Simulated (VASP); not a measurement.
Set up this calculation in VASP 6.6.1, as the native input.

```yaml
Task: single point
Functional: PBEsol
Potentials_or_basis: VASP PAW PBE potentials, release 64 (Al, Ga_d, N)
Cutoff: 520 eV
k_mesh: 6 × 6 × 6
Occupations: gaussian, width 0.02 eV
Spin: no spin polarisation
Dipole_correction: no
Further_INCAR_settings: LREAL = Auto; ALGO = Fast; EDIFF = 1e-06; NBANDS = 81
```

The structure of AlGa7N8 lies in POSCAR:

```
AlGa7N8
1.0
    0.0000000000      0.0000000000     -5.1640681962
    3.1731514215      5.4960594822      0.0000000000
    3.1731514215     -5.4960594822      0.0000000000
Al Ga N
1 7 8
Direct
    0.0016464201      0.1666666667      0.3333333333
    0.0011706251      0.1672677040      0.8336338520
    0.0011706251      0.6663661480      0.3327322960
    0.0011706251      0.6663661480      0.8336338520
    0.5006588513      0.3325204236      0.6650408473
    0.5006588513      0.3325204236      0.1674795764
    0.5009205024      0.8333333333      0.6666666667
    0.5006588513      0.8349591527      0.1674795764
    0.6336520968      0.1666666667      0.3333333333
    0.6231573499      0.1671942981      0.8335971490
    0.6231573499      0.6664028510      0.3328057019
    0.6231573499      0.6664028510      0.8335971490
    0.1216912633      0.3299312944      0.6598625889
    0.1216912633      0.3299312944      0.1700687056
    0.1237467118      0.8333333333      0.6666666667
    0.1216912633      0.8401374111      0.1700687056
```

The cell was built by a generator and needn't be a form met in nature.

The cell isn't the ideal one: level: DFT PBEsol, scalar-relativistic, plane waves, PAW, at the base's geometry.

The input as run:

INCAR

```
SYSTEM = AlGa7N8
PREC     = Accurate       ! precision mode
ENCUT    = 520            ! plane-wave cutoff, eV
EDIFF    = 1E-6           ! SCF threshold, eV
ISMEAR   = 0              ! smearing method
SIGMA    = 0.02           ! smearing width, eV
LREAL    = Auto         
LASPH    = .TRUE.         ! aspherical terms in the spheres
NELM     = 100            ! most SCF steps
ALGO     = Fast           ! electronic algorithm
ISIF     = 2              ! what is computed and relaxed
LWAVE    = .FALSE.        ! write WAVECAR
LCHARG   = .FALSE.        ! write CHGCAR
GGA      = PS             ! functional
NBANDS   = 81             ! bands
```

KPOINTS

```
Automatic mesh
0
G
  6 6 6
  0 0 0
```

Potentials or basis: VASP PAW PBE potentials, release 64 (Al, Ga_d, N).

Run with:

```console
$ cat potpaw_PBE.64/Al/POTCAR potpaw_PBE.64/Ga_d/POTCAR potpaw_PBE.64/N/POTCAR > POTCAR
$ mpirun -np 1 vasp_std > vasp.out
```

It gave:

```
Pressure               : -0.2 GPa
Largest force          : 0.010 eV/Å
Band gap on the k mesh : 2.15 eV, direct
```

Caveat: the PAW data sets were made with another functional, which shifts forces and pressure a little.

Run time: 11 min on 1 thread of AMD EPYC 9R45 (Zen 5) (shared host), peak memory 0.45 GiB.
